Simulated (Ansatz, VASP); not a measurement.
## Two plane-wave programs on PbSe

```
Pb Se
1.0
     3.76816    0.00000    0.00000
     0.00000    3.76816    0.00000
     0.00000    0.00000    3.76816
Pb Se
1 1
Direct
  0.00000 0.00000 0.00000
  0.50000 0.50000 0.50000
```

The cell was built by a generator and needn't be a form met in nature.

Alike in both runs: task single point; functional HSE06; k mesh 4 × 4 × 4; occupations fermi-dirac, width 0.02 eV; no spin polarisation.

|  | VASP | Ansatz |
| --- | --- | --- |
| version | VASP 6.6.1 | Ansatz 0.2.0 |
| potentials or method | VASP PAW PBE potentials, release 64 (Pb_d, Se) | plane waves, PAW |
| plane-wave cutoff (eV) | 520 | 420 |
| valence electrons in the cell | 20 | 30 |

|  | VASP | Ansatz | Ansatz less VASP |
| --- | --- | --- | --- |
| pressure (GPa) | -0.4 | -0.3 | +0.10 |

The two sets of potentials don't hold the same shells in valence. Ansatz warned: «filled_band_counts_differ_across_k_points».

Caveats: the k mesh is coarse (spacing up to 0.42 Å⁻¹), so the values aren't converged, least of all with exact exchange; the PAW data sets were made with another functional, which shifts forces and pressure a little (VASP). Spin-orbit coupling is left out, which matters for the levels of Pb.
